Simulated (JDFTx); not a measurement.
Crystal: WS2 (Tungstenite).

```
CELL_PARAMETERS angstrom
3.18000 0.00000 0.00000
-1.59000 2.75396 0.00000
0.00000 0.00000 12.50000
ATOMIC_POSITIONS crystal
W 0.66667 0.33333 0.75000
W 0.33333 0.66667 0.25000
S 0.66667 0.33333 0.37500
S 0.33333 0.66667 0.87500
S 0.66667 0.33333 0.12500
S 0.33333 0.66667 0.62500
```

Base run:

| Property | Result |
| --- | --- |
| Program | JDFTx 1.7.0 (patched build) |
| Functional | PBEsol |
| Potentials or basis | PseudoDojo-SR-PBEsol-0.4.1-standard with smoothed tails |
| Cutoff | 1007 eV |
| Density cutoff | 8055 eV |
| k mesh | 10 × 10 × 3 |
| Occupations | fermi-dirac, width 0.05 eV |
| Spin | no spin polarisation |

Its results: band gap on the k mesh 1.08 eV, indirect (least direct gap 2.07 eV); pressure -2.7 GPa; largest force 0.151 eV/Å.

The run is repeated on the same cell with these changes: k mesh from 10 × 10 × 3 to 4 × 4 × 1. What comes out?

Band gap on the k mesh 1.35 eV, indirect (least direct gap 2.24 eV); pressure -3.0 GPa; largest force 0.227 eV/Å.

Caveats: some runs use coarse meshes; spin-orbit coupling is left out, which moves the levels of the heavy elements; an odd mesh through Γ misses points on the zone boundary, where band edges often lie; this functional lacks dispersion, which binds the layers, so the pressure and a relaxed spacing across them are unreliable; the empty levels aren't tightly converged (some runs).

Not every run made on this cell is shown here.
